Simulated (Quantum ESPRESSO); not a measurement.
# Ru (P6_3/mmc) in Quantum ESPRESSO: notebook

The runs below take Ru through phonons, with LDA.

All numbers are computed with Quantum ESPRESSO 7.5; they aren't measurements. Logs are shortened: lines on timing, memory, paths and dates and some standing lists are left out, and cuts for length are marked.

**1. The crystal as given**

Symmetry: P6_3/mmc, No. 194, hexagonal system. The conventional cell has a = 2.706 Å, b = 2.706 Å, c = 4.282 Å, α = 90.00°, β = 90.00°, γ = 120.00°. Around Ru (site symmetry -6m2) lie 12 Ru at 2.65 to 2.71 Å.

**2. Phonons, LDA, target pressure -3 GPa, at which the enthalpy is minimised**

Input file pw.in:

```
&CONTROL
  calculation = 'scf'
  prefix = 'pwscf'
  outdir = './tmp'
  pseudo_dir = './pseudo'
  tprnfor = .true.
  tstress = .true.
  disk_io = 'low'
/
&SYSTEM
  ibrav = 0
  celldm(1) = 8
  nat = 2
  ntyp = 1
  ecutwfc = 88
  nbnd = 24
  occupations = 'smearing'
  smearing = 'mv'
  degauss = 0.01469973
/
&ELECTRONS
  conv_thr = 4d-10
  electron_maxstep = 120
  mixing_beta = 0.5
/
ATOMIC_SPECIES
Ru   101.0700 Ru.upf
CELL_PARAMETERS alat
  0.6391526185016   0.0000000000000   0.0000000000000
 -0.3195763092508   0.5535224045272   0.0000000000000
  0.0000000000000   0.0000000000000   1.0114522866294
ATOMIC_POSITIONS crystal
Ru     0.6666666667    0.3333333333    0.7500000000
Ru     0.3333333333    0.6666666667    0.2500000000
K_POINTS automatic
11 11 6 0 0 0
```

Input file relax.in:

```
&CONTROL
  calculation = 'vc-relax'
  prefix = 'pwscf'
  outdir = './tmp'
  pseudo_dir = './pseudo'
  tprnfor = .true.
  tstress = .true.
  disk_io = 'low'
  nstep = 40
  forc_conv_thr = 0.0001
  etot_conv_thr = 1d-06
/
&SYSTEM
  ibrav = 0
  celldm(1) = 8
  nat = 2
  ntyp = 1
  ecutwfc = 88
  nbnd = 24
  occupations = 'smearing'
  smearing = 'mv'
  degauss = 0.01469973
/
&ELECTRONS
  conv_thr = 4d-10
  electron_maxstep = 120
  mixing_beta = 0.5
/
&IONS
  ion_dynamics = 'bfgs'
/
&CELL
  cell_dynamics = 'bfgs'
  press = -30
  press_conv_thr = 0.2
/
ATOMIC_SPECIES
Ru   101.0700 Ru.upf
CELL_PARAMETERS alat
  0.6391526185016   0.0000000000000   0.0000000000000
 -0.3195763092508   0.5535224045272   0.0000000000000
  0.0000000000000   0.0000000000000   1.0114522866294
ATOMIC_POSITIONS crystal
Ru     0.6666666667    0.3333333333    0.7500000000
Ru     0.3333333333    0.6666666667    0.2500000000
K_POINTS automatic
11 11 6 0 0 0
```

Input file scf2.in:

```
&CONTROL
  calculation = 'scf'
  prefix = 'pwscf'
  outdir = './tmp'
  pseudo_dir = './pseudo'
  tprnfor = .true.
  tstress = .true.
  disk_io = 'low'
/
&SYSTEM
  ibrav = 0
  celldm(1) = 8
  nat = 2
  ntyp = 1
  ecutwfc = 88
  nbnd = 24
  occupations = 'smearing'
  smearing = 'mv'
  degauss = 0.01469973
/
&ELECTRONS
  conv_thr = 1d-13
  electron_maxstep = 120
  mixing_beta = 0.5
  startingpot = 'file'
  startingwfc = 'file'
/
ATOMIC_SPECIES
Ru   101.0700 Ru.upf
CELL_PARAMETERS alat
  0.6338151162620   0.0000000000000   0.0000000000000
 -0.3169075581310   0.5488999919855   0.0000000000000
  0.0000000000000   0.0000000000000   1.0023487131700
ATOMIC_POSITIONS crystal
Ru     0.6666666666    0.3333333332    0.7500000000
Ru     0.3333333332    0.6666666666    0.2500000000
K_POINTS automatic
11 11 6 0 0 0
```

Input file ph.in:

```
phonons of Ru
&INPUTPH
  prefix = 'pwscf'
  outdir = './tmp'
  tr2_ph = 1d-18
  fildyn = 'dyn'
  niter_ph = 90
  alpha_mix(1) = 0.4
/
0.0000000000 0.0000000000 0.0000000000
```

Input file dynmat.in:

```
&INPUT
  fildyn = 'dyn'
  asr = 'crystal'
  filout = 'dynmat.disp'
  fileig = 'dynmat.eig'
/
```

Potentials or basis: PseudoDojo 0.4.1 SR LDA standard.

The run is started by

```console
> OMP_NUM_THREADS=1 mpirun -n 4 pw.x -nk 4 -in pw.in > pw.out
> OMP_NUM_THREADS=1 mpirun -n 4 pw.x -nk 4 -in relax.in > relax.out
> OMP_NUM_THREADS=1 mpirun -n 4 pw.x -nk 4 -in scf2.in > scf2.out
> OMP_NUM_THREADS=1 mpirun -n 4 ph.x -nk 4 -in ph.in > ph.out
> OMP_NUM_THREADS=1 mpirun -n 1 dynmat.x -in dynmat.in > dynmat.out
```

pw.out:

```text
This program is part of the open-source Quantum ESPRESSO suite
     for quantum simulation of materials; please cite
[... 6 lines left out ...]
     using ibrav=0 with symmetry is DISCOURAGED, use correct ibrav instead

     K-points division:     npool     =       4
     Subspace diagonalization in iterative solution of the eigenvalue problem:
     a serial algorithm will be used

     G-vector sticks info
     --------------------
     sticks:   dense  smooth     PW     G-vecs:    dense   smooth      PW
     Sum         637     637    199                20377    20377    3369

     Using Slab Decomposition

     bravais-lattice index     =            0
     lattice parameter (alat)  =       8.0000  a.u.
     unit-cell volume          =     183.2125 (a.u.)^3
     number of atoms/cell      =            2
     number of atomic types    =            1
     number of electrons       =        32.00
     number of Kohn-Sham states=           24
     kinetic-energy cutoff     =      88.0000  Ry
     charge density cutoff     =     352.0000  Ry
     scf convergence threshold =      4.0E-10
     mixing beta               =       0.5000
     number of iterations used =            8  plain     mixing
     Exchange-correlation= SLA  PW   NOGX NOGC
                           (   1   4   0   0   0   0   0)

     celldm(1)=   8.000000  celldm(2)=   0.000000  celldm(3)=   0.000000
     celldm(4)=   0.000000  celldm(5)=   0.000000  celldm(6)=   0.000000

     crystal axes: (cart. coord. in units of alat)
               a(1) = (   0.639153   0.000000   0.000000 )
               a(2) = (  -0.319576   0.553522   0.000000 )
               a(3) = (   0.000000   0.000000   1.011452 )

     reciprocal axes: (cart. coord. in units 2 pi/alat)
               b(1) = (  1.564572  0.903306 -0.000000 )
               b(2) = (  0.000000  1.806612  0.000000 )
               b(3) = (  0.000000 -0.000000  0.988677 )

     PseudoPot. # 1 for Ru read from file:
     Ru.upf
     Pseudo is Norm-conserving + core correction, Zval = 16.0
     Generated using ONCVPSP code by D. R. Hamann
     Using radial grid of 1548 points,  6 beta functions with:
                l(1) =   0
                l(2) =   0
                l(3) =   1
                l(4) =   1
                l(5) =   2
                l(6) =   2

     atomic species   valence    mass     pseudopotential
     Ru               16.00   101.07000     Ru( 1.00)

     24 Sym. Ops., with inversion, found (12 have fractional translation)

   Cartesian axes

     site n.     atom                  positions (alat units)
         1        Ru     tau(   1) = (   0.3195763   0.1845075   0.7585892  )
         2        Ru     tau(   2) = (  -0.0000000   0.3690149   0.2528631  )

     number of k points=    64  Marzari-Vanderbilt smearing, width (Ry)=  0.0147
                       cart. coord. in units 2pi/alat
        k(    1) = (   0.0000000   0.0000000   0.0000000), wk =   0.0027548
        k(    2) = (   0.0000000   0.0000000   0.1647796), wk =   0.0055096
        k(    3) = (   0.0000000   0.0000000   0.3295591), wk =   0.0055096
        k(    4) = (   0.0000000   0.0000000  -0.4943387), wk =   0.0027548
        k(    5) = (   0.0000000   0.1642374   0.0000000), wk =   0.0165289
        k(    6) = (   0.0000000   0.1642374   0.1647796), wk =   0.0330579
[... 56 lines left out ...]
        k(   63) = (   0.4267013   0.9033058   0.3295591), wk =   0.0330579
        k(   64) = (   0.4267013   0.9033058  -0.4943387), wk =   0.0165289

     Dense  grid:    20377 G-vectors     FFT dimensions: (  32,  32,  50)

     Initial potential from superposition of free atoms

     starting charge      31.9989, renormalised to      32.0000
     Starting wfcs are   20 randomized atomic wfcs +    4 random wfcs

     Self-consistent Calculation

     iteration #  1     ecut=    88.00 Ry     beta= 0.50
     Davidson diagonalization with overlap
     ethr =  1.00E-02,  avg # of iterations =  4.1

     Threshold (ethr) on eigenvalues was too large:
     Diagonalizing with lowered threshold

     Davidson diagonalization with overlap
     ethr =  8.70E-04,  avg # of iterations =  1.1

     total energy              =    -404.45869261 Ry
     estimated scf accuracy    <       0.28395023 Ry

     iteration #  2     ecut=    88.00 Ry     beta= 0.50
     Davidson diagonalization with overlap
     ethr =  8.87E-04,  avg # of iterations =  2.3

     total energy              =    -404.52445657 Ry
     estimated scf accuracy    <       0.00812088 Ry

     iteration #  3     ecut=    88.00 Ry     beta= 0.50
     Davidson diagonalization with overlap
     ethr =  2.54E-05,  avg # of iterations =  3.7

     total energy              =    -404.52521170 Ry
     estimated scf accuracy    <       0.00094884 Ry

     iteration #  4     ecut=    88.00 Ry     beta= 0.50
     Davidson diagonalization with overlap
     ethr =  2.97E-06,  avg # of iterations =  3.7

     total energy              =    -404.52530305 Ry
     estimated scf accuracy    <       0.00003355 Ry

     iteration #  5     ecut=    88.00 Ry     beta= 0.50
     Davidson diagonalization with overlap
     ethr =  1.05E-07,  avg # of iterations =  2.2

     total energy              =    -404.52530791 Ry
     estimated scf accuracy    <       0.00000118 Ry

     iteration #  6     ecut=    88.00 Ry     beta= 0.50
     Davidson diagonalization with overlap
     ethr =  3.68E-09,  avg # of iterations =  2.0

     total energy              =    -404.52530811 Ry
     estimated scf accuracy    <       0.00000003 Ry

     iteration #  7     ecut=    88.00 Ry     beta= 0.50
     Davidson diagonalization with overlap
     ethr =  8.07E-11,  avg # of iterations =  1.7

     total energy              =    -404.52530810 Ry
     estimated scf accuracy    <          8.0E-09 Ry

     iteration #  8     ecut=    88.00 Ry     beta= 0.50
     Davidson diagonalization with overlap
     ethr =  2.51E-11,  avg # of iterations =  2.0

     End of self-consistent calculation

          k = 0.0000 0.0000 0.0000 (  2575 PWs)   bands (ev):

   -49.5900 -49.3832 -20.1468 -19.2010 -19.2010 -19.0289 -19.0289 -18.9887
    15.3402  17.1528  20.7848  20.7848  20.9565  21.4707  21.4707  22.0034
    22.0034  24.5990  24.5990  24.6682  33.6398  38.5105  41.0730  41.7001

          k = 0.0000 0.0000 0.1648 (  2556 PWs)   bands (ev):

   -49.5764 -49.3973 -20.0726 -19.1895 -19.1895 -19.0700 -19.0405 -19.0405
    15.6481  17.2511  20.6327  20.6327  20.8081  21.2957  21.2957  22.3987
    22.3987  23.7047  24.6046  24.6046  34.9285  38.0207  40.8921  42.1296

          k = 0.0000 0.0000 0.3296 (  2568 PWs)   bands (ev):

   -49.5390 -49.4356 -19.8676 -19.2891 -19.1582 -19.1582 -19.0722 -19.0722
    16.4572  17.4375  20.5106  20.5106  20.5185  20.9286  20.9286  21.9093
    23.1818  23.1818  24.4518  24.4518  37.5751  37.7115  39.7086  43.1041

          k = 0.0000 0.0000-0.4943 (  2604 PWs)   bands (ev):

   -49.4875 -49.4875 -19.5819 -19.5819 -19.1153 -19.1153 -19.1153 -19.1153
    17.2774  17.2774  20.6182  20.6182  20.6182  20.6182  20.6585  20.6585
    23.9516  23.9516  23.9516  23.9516  38.0485  38.0485  41.3445  41.3445

          k = 0.0000 0.1642 0.0000 (  2575 PWs)   bands (ev):

   -49.5780 -49.3785 -20.1184 -19.2611 -19.2212 -19.0911 -19.0372 -19.0019
    15.6435  17.3832  20.3227  21.0343  21.2942  21.4062  21.6711  21.7004
    21.8200  22.9584  24.7114  26.7539  33.5937  39.0052  41.4129  42.0881

          k = 0.0000 0.1642 0.1648 (  2562 PWs)   bands (ev):

   -49.5648 -49.3921 -20.0494 -19.2471 -19.2090 -19.1417 -19.0496 -19.0406
    15.9393  17.4931  20.3161  20.8329  20.9000  21.0327  21.5084  22.2298
    22.2899  22.7638  24.6887  26.0337  34.9272  38.5295  41.2373  42.3364

          k = 0.0000 0.1642 0.3296 (  2562 PWs)   bands (ev):

   -49.5287 -49.4290 -19.8592 -19.3281 -19.2075 -19.1756 -19.0967 -19.0836
    16.7244  17.7132  20.2785  20.4285  20.4903  20.6988  21.1368  21.7629
    23.1102  23.2451  24.4735  25.0232  37.5533  38.2000  40.1124  42.9607

          k = 0.0000 0.1642-0.4943 (  2560 PWs)   bands (ev):

   -49.4790 -49.4790 -19.5951 -19.5951 -19.1538 -19.1538 -19.1297 -19.1297
    17.5572  17.5572  20.0249  20.0249  20.8162  20.8162  20.8894  20.8894
    23.9162  23.9162  24.1536  24.1536  38.4091  38.4091  41.4476  41.4476

          k = 0.0000 0.3285 0.0000 (  2557 PWs)   bands (ev):

   -49.5448 -49.3666 -20.0378 -19.4223 -19.2736 -19.2545 -19.0610 -19.0417
    16.4550  17.8805  19.8108  20.5256  21.0411  21.4002  21.7491  22.0282
    22.1813  22.3533  24.9401  29.0494  33.4489  39.3288  41.5901  42.1353

          k = 0.0000 0.3285 0.1648 (  2562 PWs)   bands (ev):

   -49.5330 -49.3787 -19.9870 -19.3997 -19.3062 -19.2595 -19.0755 -19.0672
    16.6911  18.0215  19.8634  20.2297  20.7664  21.1915  21.8230  22.0467
    22.3479  22.6675  24.8548  27.8727  34.9495  39.2292  41.1060  41.5556

          k = 0.0000 0.3285 0.3296 (  2561 PWs)   bands (ev):

   -49.5007 -49.4116 -19.8473 -19.4603 -19.3232 -19.2210 -19.1368 -19.1147
    17.3275  18.3469  19.5377  20.0029  20.3242  21.1388  21.4749  21.7198
    23.0577  23.4942  24.5131  26.1255  37.4843  39.1347  40.6493  41.4342

          k = 0.0000 0.3285-0.4943 (  2560 PWs)   bands (ev):

   -49.4563 -49.4563 -19.6544 -19.6544 -19.2312 -19.2312 -19.1680 -19.1680
    18.1231  18.1231  19.4753  19.4753  20.8047  20.8047  21.3416  21.3416
    23.8683  23.8683  24.6633  24.6633  39.0535  39.0535  41.0706  41.0706
[... 267 lines left out ...]
   -49.3982 -49.3490 -19.8198 -19.7072 -19.6023 -19.5406 -19.3658 -19.3286
    17.9334  18.7043  18.9331  19.6845  20.2573  21.0339  21.9919  23.7577
    24.9229  24.9625  28.0915  31.8820  32.6127  35.4242  36.7264  39.2450

          k = 0.4267 0.7391 0.1648 (  2550 PWs)   bands (ev):

   -49.3949 -49.3523 -19.8262 -19.8178 -19.5999 -19.4854 -19.3710 -19.2599
    18.0139  18.7259  19.1059  19.2633  20.7773  20.7938  21.9303  23.7783
    24.3288  25.1124  28.3437  31.7426  33.1476  34.4226  37.6351  38.8453

          k = 0.4267 0.7391 0.3296 (  2557 PWs)   bands (ev):

   -49.3859 -49.3613 -19.9100 -19.8756 -19.6149 -19.4799 -19.2831 -19.1891
    18.1618  18.5179  19.2687  19.5795  20.3803  21.0645  21.8686  22.9745
    24.3110  25.2330  28.8326  30.7737  34.3987  34.5185  37.0308  37.2913

          k = 0.4267 0.7391-0.4943 (  2558 PWs)   bands (ev):

   -49.3735 -49.3735 -19.9256 -19.9256 -19.5535 -19.5535 -19.1953 -19.1953
    18.2988  18.2988  19.6072  19.6072  20.6591  20.6591  22.1125  22.1125
    24.9225  24.9225  29.5993  29.5993  35.5984  35.5984  35.9657  35.9657

          k = 0.4267 0.9033 0.0000 (  2528 PWs)   bands (ev):

   -49.3786 -49.3575 -19.8344 -19.6481 -19.6323 -19.5190 -19.4151 -19.4017
    17.8107  18.8026  18.9880  19.8400  20.3837  20.7516  22.2306  24.2574
    24.6617  24.8831  29.6384  30.3445  31.7708  36.7487  38.0851  39.0783

          k = 0.4267 0.9033 0.1648 (  2535 PWs)   bands (ev):

   -49.3772 -49.3588 -19.8433 -19.7371 -19.7099 -19.4512 -19.3954 -19.3094
    17.9604  18.8672  18.9501  19.5829  20.4661  20.8467  22.1860  24.2137
    24.3116  24.7623  30.0309  30.4839  32.3059  36.0261  36.5120  38.3413

          k = 0.4267 0.9033 0.3296 (  2553 PWs)   bands (ev):

   -49.3732 -49.3627 -19.9006 -19.8575 -19.6903 -19.5192 -19.2580 -19.2119
    18.2345  18.8191  19.1133  19.3424  20.5299  20.8991  22.1472  23.0222
    24.4698  24.8273  30.7296  30.8631  33.5921  34.9062  35.0640  36.8650

          k = 0.4267 0.9033-0.4943 (  2568 PWs)   bands (ev):

   -49.3679 -49.3679 -19.9184 -19.9184 -19.6084 -19.6084 -19.1899 -19.1899
    18.4856  18.4856  19.4003  19.4003  20.6658  20.6658  22.2979  22.2979
    24.6901  24.6901  31.1379  31.1379  34.2349  34.2349  35.4026  35.4026

     the Fermi energy is    23.3308 ev

!    total energy              =    -404.52530810 Ry
     estimated scf accuracy    <          2.0E-10 Ry
     smearing contrib. (-TS)   =       0.00021625 Ry
     internal energy E=F+TS    =    -404.52552435 Ry

     The total energy is F=E-TS. E is the sum of the following terms:
     one-electron contribution =     -65.13012320 Ry
     hartree contribution      =      56.62974141 Ry
     xc contribution           =     -68.04072968 Ry
     ewald contribution        =    -327.98441288 Ry

     convergence has been achieved in   8 iterations

     Forces acting on atoms (cartesian axes, Ry/au):

     atom    1 type  1   force =     0.00000000   -0.00000000    0.00000000
     atom    2 type  1   force =    -0.00000000    0.00000000    0.00000000

     Total force =     0.000000     Total SCF correction =     0.000000

     Computing stress (Cartesian axis) and pressure

          total   stress  (Ry/bohr**3)                   (kbar)     P=     -115.55
  -0.00076513  -0.00000000   0.00000000         -112.55       -0.00        0.00
  -0.00000000  -0.00076513   0.00000000           -0.00     -112.55        0.00
   0.00000000   0.00000000  -0.00082616            0.00        0.00     -121.53

=------------------------------------------------------------------------------=
   JOB DONE.
=------------------------------------------------------------------------------=
```

Run time: 3.8 min. Hardware: 4 MPI ranks of Arm Neoverse V2, shared host; peak memory 0.28 GiB.

Results:

```yaml
Free_energy: -5503.8790 eV
Relaxed_volume: 13.23 Å³/atom
Relaxed_cell: a = 2.683 Å, b = 2.683 Å, c = 4.243 Å, α = 90.00°, β = 90.00°, γ = 120.00°
Space_group_after_relaxing_to_0.05_Å: P6_3/mmc (No. 194)
Pressure_after_relaxing: -3.0 GPa
Band_gap_on_the_k_mesh: none (metal or under the smearing width)
Highest_phonon_frequency_at_Γ: 267 cm⁻¹
```

Step by step:
```
step  energy change (eV)  largest force (eV/Å)  pressure (GPa)  volume (Å³)
   1              0.0000                0.0000          -11.55        27.15
   2             -0.0310                0.0000            3.70        25.98
   3             -0.0314                0.0000           -3.32        26.48
   4             -0.0319                0.0000           -3.01        26.46
   5             -0.0319                0.0000           -2.99        26.46
```

Final structure:
```
Ru
1.0
     2.68320    0.00000    0.00000
    -1.34160    2.32372    0.00000
     0.00000    0.00000    4.24336
Ru
2
Direct
  0.66667 0.33333 0.75000
  0.33333 0.66667 0.25000
```

Levels at points of the mesh, in eV from the Fermi level:
```
            k point  band 12  band 13  band 14  band 15  band 16  band 17  band 18  band 19  band 20  band 21
 (0.00, 0.00, 0.00)    -2.65    -2.46    -1.93    -1.93    -1.38    -1.38     1.32     1.32     1.38    10.64
(0.00, 0.00, -0.50)    -2.82    -2.82    -2.82    -2.75    -2.75     0.65     0.65     0.65     0.65    14.74
```

Phonon frequencies in cm⁻¹ (negative: imaginary):
```
              q point          frequencies
(0.000, 0.000, 0.000)  -1 -1 0 184 184 267
```

Optical modes at Γ, degenerate ones joined:
```tsv
cm⁻¹	components	symmetry	active in
184	2	E2g	Raman
267	1	B1g	silent
```

Caveat: the mesh is thin for the phonons of a metal.

(Continued in part 2 of 2.)
